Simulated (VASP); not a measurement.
# AlN in VASP: one cell, several levels of theory, part 1 of 2

Aim: gap, levels, forces and stress of AlN (rocksalt), under -4.0 % equal strain in all directions at fixed geometry. Runs: PBE, r2SCAN. The results are then set beside those of Ansatz 0.2.0 for the same cell. This is a trial cell built on a prototype, not taken from a measured structure, and it needn't be the compound's ground state.

Code: VASP 6.6.1. PAW datasets, plane waves. Note: simulated data, non-magnetic, for a generated structure that need not be the stable one.

## 1. Starting point

The cell comes from an earlier relaxation with r2SCAN in another program.

It is cubic, Fm-3m (No. 225); conventional cell a = 3.876 Å, 7.28 Å³ an atom. Near Al stand 6 N at 1.94 Å; near N stand 6 Al at 1.94 Å.

Structure file:

Space group Fm-3m (No. 225). a = 3.876 Å, b = 3.876 Å, c = 3.876 Å, α = 90.00°, β = 90.00°, γ = 90.00°
```csv
atom,site,symmetry,x,y,z
Al,4a,m-3m,0.0000,0.0000,0.0000
N,4b,m-3m,0.5000,0.0000,0.0000
```

## 2. PBE at this geometry

INCAR reads:

```
ENCUT = 520.000000
SIGMA = 0.020000
EDIFF = 1.00e-07
GGA = PE
PREC = Accurate
IBRION = -1
ISIF = 2
ISMEAR = -1
NBANDS = 11
NELM = 120
NSW = 0
LASPH = .TRUE.
LCHARG = .TRUE.
LELF = .TRUE.
LWAVE = .FALSE.
LREAL = .FALSE.
```

KPOINTS reads:

```
KPOINTS created by Atomic Simulation Environment
0
Gamma
10 10 10
0 0 0
```

KPOINTS_OPT reads:

```
special points
7
Reciprocal
0.0000000000 0.0000000000 0.0000000000 1
0.5000000000 0.0000000000 0.5000000000 1
0.6250000000 0.2500000000 0.6250000000 1
0.3750000000 0.3750000000 0.7500000000 1
0.5000000000 0.5000000000 0.5000000000 1
0.5000000000 0.2500000000 0.7500000000 1
0.0000000000 0.5000000000 0.5000000000 1
```

POSCAR reads:

```
Al N
 1.0000000000000000
     0.0000000000000000    1.9381137141000000    1.9381137141000000
     1.9381137141000000    0.0000000000000000    1.9381137141000000
     1.9381137141000000    1.9381137141000000    0.0000000000000000
 Al  N
   1   1
Cartesian
  0.0000000000000000  0.0000000000000000  0.0000000000000000
  1.9381137141000000  1.9381137141000000  1.9381137141000000
```

Potentials: the recommended PBE PAW datasets, 8 valence electrons in the neutral cell.

Launch:

```console
> mpirun -np 1 vasp_std
```

Standard output, without the iteration lines:

```text
POSCAR found type information on POSCAR AlN
 POSCAR found :  2 types and       2 ions
 LDA part: xc-table for (Slater+PW92), standard interpolation
 POSCAR, INCAR and KPOINTS ok, starting setup
 FFT: planning ... GRIDC
 FFT: planning ... GRID_SOFT
 FFT: planning ... GRID
 WAVECAR not read
 entering main loop
 Start KPOINTS_OPT (optional k-point list driver)
k-point batch [1-7\7]
```

OSZICAR:

```text
N       E                     dE             d eps       ncg     rms          rms(c)
DAV:   1     0.105861212145E+02    0.10586E+02   -0.40922E+03  1106   0.628E+02
DAV:   2    -0.155352594127E+02   -0.26121E+02   -0.25660E+02  1255   0.147E+02
DAV:   3    -0.161186901917E+02   -0.58343E+00   -0.58274E+00  1266   0.195E+01
DAV:   4    -0.161205569004E+02   -0.18667E-02   -0.18666E-02  1157   0.118E+00
DAV:   5    -0.161205698899E+02   -0.12990E-04   -0.12990E-04  1235   0.942E-02    0.819E+00
DAV:   6    -0.142738683872E+02    0.18467E+01   -0.69574E+00  1127   0.148E+01    0.305E+00
DAV:   7    -0.142395675742E+02    0.34301E-01   -0.27278E-01  1168   0.360E+00    0.195E+00
DAV:   8    -0.142346482230E+02    0.49194E-02   -0.14428E-02  1112   0.105E+00    0.384E-01
DAV:   9    -0.142343110436E+02    0.33718E-03   -0.12537E-03  1169   0.228E-01    0.176E-01
DAV:  10    -0.142343595961E+02   -0.48552E-04   -0.14043E-04  1157   0.844E-02    0.624E-02
DAV:  11    -0.142343520507E+02    0.75454E-05   -0.25372E-05  1190   0.297E-02    0.823E-03
DAV:  12    -0.142343518799E+02    0.17074E-06   -0.79113E-07  1139   0.754E-03    0.953E-04
DAV:  13    -0.142343518278E+02    0.52133E-07   -0.18540E-08   604   0.896E-04
   1 F= -.14234352E+02 E0= -.14234352E+02  d E =-.118990E-10
       N       E                     dE             ncg
DAV:   1     0.560446456472E+03   -0.20171E+04      154
DAV:   2     0.382916980508E+03   -0.17753E+03      208
DAV:   3     0.378317204433E+03   -0.45998E+01      187
DAV:   4     0.378295826096E+03   -0.21378E-01      175
DAV:   5     0.378295629070E+03   -0.19703E-03      190
DAV:   6     0.378295626651E+03   -0.24184E-05      169
DAV:   7     0.378295626619E+03   -0.31800E-07      190
```

The lines after F= are the extra pass for the points of KPOINTS_OPT, at fixed density; their E is not a total energy.

OUTCAR, selected sections:

```text
k-points           NKPTS =     47   k-points in BZ     NKDIM =     47   number of bands    NBANDS=     11

   NELECT =       8.0000    total number of electrons

   dimension x,y,z NGX =    20 NGY =   20 NGZ =   20
   dimension x,y,z NGXF=    40 NGYF=   40 NGZF=   40

  energy-cutoff  :      520.00
  volume of cell :       14.56
      direct lattice vectors                 reciprocal lattice vectors
     0.000000000  1.938113714  1.938113714    -0.257982799  0.257982799  0.257982799
     1.938113714  0.000000000  1.938113714     0.257982799 -0.257982799  0.257982799
     1.938113714  1.938113714  0.000000000     0.257982799  0.257982799 -0.257982799

 k-points in reciprocal lattice and weights: KPOINTS created by Atomic Simulation Env
   0.00000000  0.00000000  0.00000000       0.001
   0.10000000  0.00000000  0.00000000       0.008
   0.20000000  0.00000000  0.00000000       0.008
   0.30000000  0.00000000  0.00000000       0.008
   0.40000000  0.00000000  0.00000000       0.008
   0.50000000  0.00000000  0.00000000       0.004
   0.10000000  0.10000000  0.00000000       0.006
   0.20000000  0.10000000  0.00000000       0.024
[... 39 more k-points ...]

 E-fermi :  12.0786

 k-point     1 :       0.0000    0.0000    0.0000
  band No.  band energies     occupation
      1      -7.0643      2.00000
      2      11.6959      2.00000
      3      11.6959      2.00000
      4      11.6959      2.00000
      5      19.3228      0.00000
      6      24.2620      0.00000
      7      24.2620      0.00000
      8      24.2620      0.00000
      9      29.7591      0.00000
     10      30.4332      0.00000
     11      30.4332      0.00000

 k-point     2 :       0.1000    0.0000    0.0000
  band No.  band energies     occupation
      1      -6.8334      2.00000
      2      10.6568      2.00000
      3      11.5425      2.00000
      4      11.5425      2.00000
      5      19.8565      0.00000
      6      23.3800      0.00000
      7      24.6286      0.00000
      8      24.6286      0.00000
      9      29.1822      0.00000
     10      29.1822      0.00000
     11      31.4382      0.00000

 k-point     3 :       0.2000    0.0000    0.0000
  band No.  band energies     occupation
      1      -6.1597      2.00000
      2       8.3520      2.00000
      3      11.1731      2.00000
      4      11.1731      2.00000
      5      20.0174      0.00000
      6      23.3730      0.00000
      7      25.0939      0.00000
      8      25.0939      0.00000
      9      28.4833      0.00000
     10      28.4833      0.00000
     11      31.2921      0.00000

 k-point     4 :       0.3000    0.0000    0.0000
  band No.  band energies     occupation
      1      -5.1156      2.00000
      2       5.7696      2.00000
      3      10.7669      2.00000
      4      10.7669      2.00000
      5      19.3347      0.00000
      6      24.6009      0.00000
      7      24.6009      0.00000
      8      24.8630      0.00000
      9      29.9426      0.00000
     10      29.9426      0.00000
     11      30.3371      0.00000

 k-point     5 :       0.4000    0.0000    0.0000
  band No.  band energies     occupation
      1      -3.9228      2.00000
      2       3.5453      2.00000
      3      10.4698      2.00000
      4      10.4698      2.00000
      5      18.8288      0.00000
      6      23.9891      0.00000
      7      23.9891      0.00000
      8      26.3063      0.00000
      9      29.6033      0.00000
     10      32.3683      0.00000
     11      32.3683      0.00000

 k-point     6 :       0.5000    0.0000    0.0000
  band No.  band energies     occupation
      1      -3.2752      2.00000
      2       2.5388      2.00000
      3      10.3624      2.00000
      4      10.3624      2.00000
      5      18.6607      0.00000
      6      23.7596      0.00000
      7      23.7596      0.00000
      8      26.8956      0.00000
      9      29.3415      0.00000
     10      33.8584      0.00000
     11      33.8584      0.00000

 k-point     7 :       0.1000    0.1000    0.0000
  band No.  band energies     occupation
      1      -6.7572      2.00000
      2      10.7701      2.00000
      3      11.2702      2.00000
      4      11.2702      2.00000
      5      20.1281      0.00000
      6      22.5561      0.00000
      7      25.0539      0.00000
      8      25.0539      0.00000
      9      27.5119      0.00000
     10      30.7860      0.00000
     11      32.2586      0.00000

[... the tables of k-points 8 to 47 left out ...]

  Total        4.4575562      4.4575562      4.4575562      0.0000000      0.0000000     -0.0000000
  in kB      490.5007233    490.5007233    490.5007233      0.0000000      0.0000000     -0.0000000
  external PRESSURE =     490.5007233 kB  Pullay stress =       0.0000000 kB

 POSITION                                       TOTAL-FORCE (eV/Angst)
 -----------------------------------------------------------------------------------
      0.00000      0.00000      0.00000        -0.000000      0.000000     -0.000000
      1.93811      1.93811      1.93811         0.000000     -0.000000      0.000000
 -----------------------------------------------------------------------------------
    total drift:                                0.000000      0.000000      0.000000

  FREE ENERGIE OF THE ION-ELECTRON SYSTEM (eV)
  ---------------------------------------------------
  free  energy   TOTEN  =       -14.2343518278 eV

  energy  without entropy=      -14.2343518278  energy(sigma->0) =      -14.23435183
```

Hardware: 1 MPI rank of Intel Xeon Platinum 8488C, shared host.

The levels at the points of KPOINTS_OPT are read from vasprun.xml.

Levels at the named points, in eV from the top of band v (v: the last filled band by count, c: the next):

```
point    v−1      v     c    c+1
    Γ   0.00   0.00  7.63  12.57
    X  -3.14  -3.14  5.06   5.90
    U  -6.04  -2.62  6.63  10.16
    K  -6.04  -2.62  6.63  10.16
    L  -1.33  -1.33  6.96  12.06
    W  -6.43  -4.26  9.50  11.41
```

The PBE gap is 5.06 eV and indirect (Γ to X), with 7.63 eV as the least direct one. The pressure is 49.05 GPa; the forces vanish within 0.01 eV/Å.

Axes a, b and c in the maps are those of this run's conventional cell (a, b, c = 3.876, 3.876, 3.876 Å).

Density in a lattice plane of the grid's cell (edges 3.88 and 3.88 Å, at 0.000 of the third edge), which holds Al and N.

Ten even steps from ' ' (0.00 e/Å³) to '@' (3.81 e/Å³):
```
            ..::--++%%@@@@@@%%++--::..          
            ....::==**##%%##**==::....          
              ....::--======--::....            
                ....::::::::::....              
........          ..............          ......
::::::....                              ....::::
====--::....                          ....::--==
%%##**==::....                      ....::==**##
@@@@%%++--::..                      ..::--++%%@@
@@@@%%**==::....                  ....::==**%%@@
@@@@%%++--::..                      ..::--++%%@@
%%##**==::....                      ....::==**##
====--::....                          ....::--==
::::::....                              ....::::
........          ..............          ......
                ....::::::::::....              
              ....::--======--::....            
            ....::==**##%%##**==::....          
            ..::--++%%@@@@@@%%++--::..          
          ....::==**%%@@@@@@%%**==::....        
```
Columns run along the first of these edges and rows up along the second, over one cell in 24 and 20 even steps from the bottom left corner. Atoms in the plane (fractional): Al at (0.00, 0.00), Al at (0.50, 0.50), N at (0.00, 0.50), N at (0.50, 0.00).

ELF in the same plane.

Values, 12 rows by 12 columns:
```
0.03 0.03 0.27 0.69 0.82 0.72 0.52 0.72 0.82 0.69 0.27 0.03
0.42 0.27 0.20 0.39 0.68 0.82 0.84 0.82 0.68 0.38 0.20 0.27
0.81 0.69 0.39 0.19 0.39 0.69 0.81 0.69 0.38 0.20 0.38 0.69
0.84 0.82 0.68 0.39 0.20 0.27 0.42 0.27 0.20 0.38 0.68 0.82
0.52 0.72 0.82 0.69 0.27 0.03 0.03 0.03 0.27 0.69 0.82 0.72
0.03 0.52 0.84 0.81 0.42 0.03 0.00 0.03 0.42 0.81 0.84 0.52
0.52 0.72 0.82 0.69 0.27 0.03 0.03 0.03 0.27 0.69 0.82 0.72
0.84 0.82 0.68 0.38 0.20 0.27 0.42 0.27 0.20 0.39 0.68 0.82
0.81 0.69 0.38 0.20 0.38 0.69 0.81 0.69 0.39 0.19 0.39 0.69
0.42 0.27 0.20 0.38 0.68 0.82 0.84 0.82 0.68 0.39 0.20 0.27
0.03 0.03 0.27 0.69 0.82 0.72 0.52 0.72 0.82 0.69 0.27 0.03
0.00 0.03 0.42 0.81 0.84 0.52 0.03 0.52 0.84 0.81 0.42 0.03
```
Columns run along the first of these edges and rows up along the second, over one cell in 12 and 12 even steps from the bottom left corner. Atoms in the plane (fractional): Al at (0.00, 0.00), Al at (0.50, 0.50), N at (0.00, 0.50), N at (0.50, 0.00).

Both are smooth fields of the valence electrons: close to the nuclei they are not physical.

Outside the cores ELF peaks at 0.85 in the shell around N, 0.8 Å from N.

(Continued in part 2 of 2.)
